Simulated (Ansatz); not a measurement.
**Si (Fd-3m) at 2 levels of theory**

One geometry, relaxed with PBE; plane waves with PAW potentials in Ansatz, scalar-relativistic. No spin polarisation. Gaps are the least over mesh and band path; pressure is positive in compression, and isn't given for hybrids.

```cif
data_structure
_symmetry_space_group_name_H-M 'Fd-3m:1'
_symmetry_Int_Tables_number 227
_cell_length_a 5.4696
_cell_length_b 5.4696
_cell_length_c 5.4696
_cell_angle_alpha 90.000
_cell_angle_beta 90.000
_cell_angle_gamma 90.000
_cell_volume 163.63
loop_
_atom_site_label
_atom_site_type_symbol
_atom_site_symmetry_multiplicity
_atom_site_Wyckoff_symbol
_atom_site_fract_x
_atom_site_fract_y
_atom_site_fract_z
_atom_site_occupancy
Si1 Si 8 b 0.25000 0.75000 0.25000 1
```

```
level  cutoff (eV)  k mesh  gap (eV)  pressure (GPa)
  PBE          420   8×8×8      0.61             0.0
```

Task: What comes out on the same cell with HSE06?

Result:
| level | cutoff (eV) | k mesh | gap (eV) | pressure (GPa) |
| --- | --- | --- | --- | --- |
| HSE06 | 420 | 8×8×8 | 1.21 | - |

The cell was reached from a generator's guess, though it ends in a space group that the Crystallography Open Database lists for this formula.
